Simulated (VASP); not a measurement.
A run of VASP 6.6.1 is set up as follows.

POSCAR

```
Si
1.0
    0.0000000000      2.7218511865      2.7218511865
    2.7218511865      0.0000000000      2.7218511865
    2.7218511865      2.7218511865      0.0000000000
Si
2
Direct
    0.5000000000      0.5000000000      0.5000000000
    0.7500000000      0.7500000000      0.7500000000
```

INCAR.step1

```
ALGO = Normal
EDIFF = 1E-5
ENCUT = 520
GGA = PE
ISIF = 2
ISMEAR = -1
LASPH = True
LCHARG = False
LREAL = False
LWAVE = True
NELM = 60
PREC = Accurate
SIGMA = 0.05
```

File INCAR.step2:

```
ALGO = Normal
EDIFF = 1E-6
ENCUT = 520
GGA = PE
HFSCREEN = 0.2
ISIF = 2
ISMEAR = -1
ISTART = 1
LASPH = True
LCHARG = False
LHFCALC = True
LREAL = False
LWAVE = False
NELM = 60
PREC = Accurate
PRECFOCK = Fast
SIGMA = 0.05
```

File KPOINTS:

```
k-points
0
Gamma
  4 4 4
```

The input KPOINTS_OPT:

```
path GXWKGLUWLK,UX
10
line-mode
reciprocal
 0.0000000000  0.0000000000  0.0000000000  G
 0.5000000000  0.0000000000  0.5000000000  X

 0.5000000000  0.0000000000  0.5000000000  X
 0.5000000000  0.2500000000  0.7500000000  W

 0.5000000000  0.2500000000  0.7500000000  W
 0.3750000000  0.3750000000  0.7500000000  K

 0.3750000000  0.3750000000  0.7500000000  K
 0.0000000000  0.0000000000  0.0000000000  G

 0.0000000000  0.0000000000  0.0000000000  G
 0.5000000000  0.5000000000  0.5000000000  L

 0.5000000000  0.5000000000  0.5000000000  L
 0.6250000000  0.2500000000  0.6250000000  U

 0.6250000000  0.2500000000  0.6250000000  U
 0.5000000000  0.2500000000  0.7500000000  W

 0.5000000000  0.2500000000  0.7500000000  W
 0.5000000000  0.5000000000  0.5000000000  L

 0.5000000000  0.5000000000  0.5000000000  L
 0.3750000000  0.3750000000  0.7500000000  K

 0.6250000000  0.2500000000  0.6250000000  U
 0.5000000000  0.0000000000  0.5000000000  X
```

Potentials or basis: VASP PAW PBE potentials, release 64 (Si).

Launch:

```bash
$ cat potpaw_PBE.64/Si/POTCAR > POTCAR
$ cp INCAR.step1 INCAR
$ mpirun -np 1 vasp_std > vasp.out
$ cp INCAR.step2 INCAR
$ mpirun -np 1 vasp_std > vasp.out
```

Estimate the band gap along the path.

1.22 eV, indirect (least direct gap 3.37 eV).

Estimate the band gap on the k mesh.

1.36 eV, indirect (least direct gap 3.37 eV).

What does it give for the pressure?

0.0 GPa.

Levels at the corners of the path, in eV from the valence-band top:
| point | band 1 | band 2 | band 3 | band 4 | band 5 | band 6 | band 7 | band 8 |
| --- | --- | --- | --- | --- | --- | --- | --- | --- |
| Γ | -13.21 | 0.00 | 0.00 | 0.00 | 3.37 | 3.37 | 3.37 | 4.31 |
| X | -8.62 | -8.62 | -3.11 | -3.11 | 1.36 | 1.36 | 11.48 | 11.49 |
| X | -8.62 | -8.62 | -3.11 | -3.11 | 1.36 | 1.36 | 11.47 | 11.50 |
| W | -8.44 | -8.44 | -4.14 | -4.14 | 5.08 | 5.08 | 5.99 | 5.99 |
| W | -8.44 | -8.44 | -4.14 | -4.14 | 5.08 | 5.08 | 5.99 | 5.99 |
| K | -9.09 | -7.96 | -4.64 | -2.63 | 1.89 | 4.98 | 8.65 | 9.17 |
| K | -9.09 | -7.96 | -4.64 | -2.63 | 1.89 | 4.98 | 8.65 | 9.15 |
| Γ | -13.21 | 0.00 | 0.00 | 0.00 | 3.37 | 3.37 | 3.37 | 4.31 |
| Γ | -13.21 | 0.00 | 0.00 | 0.00 | 3.37 | 3.37 | 3.37 | 4.31 |
| L | -10.64 | -7.65 | -1.30 | -1.30 | 2.28 | 4.18 | 4.18 | 8.65 |
| L | -10.64 | -7.65 | -1.30 | -1.30 | 2.28 | 4.18 | 4.18 | 8.65 |
| U | -9.09 | -7.96 | -4.64 | -2.63 | 1.89 | 4.98 | 8.73 | 9.23 |
| U | -9.09 | -7.96 | -4.64 | -2.63 | 1.89 | 4.98 | 8.68 | 9.34 |
| W | -8.44 | -8.44 | -4.14 | -4.14 | 5.08 | 5.08 | 5.99 | 5.99 |
| W | -8.44 | -8.44 | -4.14 | -4.14 | 5.08 | 5.08 | 5.99 | 5.99 |
| L | -10.64 | -7.65 | -1.30 | -1.30 | 2.28 | 4.18 | 4.18 | 8.65 |
| L | -10.64 | -7.65 | -1.30 | -1.30 | 2.28 | 4.18 | 4.18 | 8.65 |
| K | -9.09 | -7.96 | -4.64 | -2.63 | 1.89 | 4.98 | 8.64 | 9.22 |
| U | -9.09 | -7.96 | -4.64 | -2.63 | 1.89 | 4.98 | 8.65 | 9.15 |
| X | -8.62 | -8.62 | -3.11 | -3.11 | 1.36 | 1.36 | 11.49 | 11.77 |

Caveat: the k mesh is coarse (spacing up to 0.50 Å⁻¹), so the values aren't converged, least of all with exact exchange; the PAW data sets were made with another functional, which shifts forces and pressure a little; the mesh misses the band edges, which the band path finds closer together.
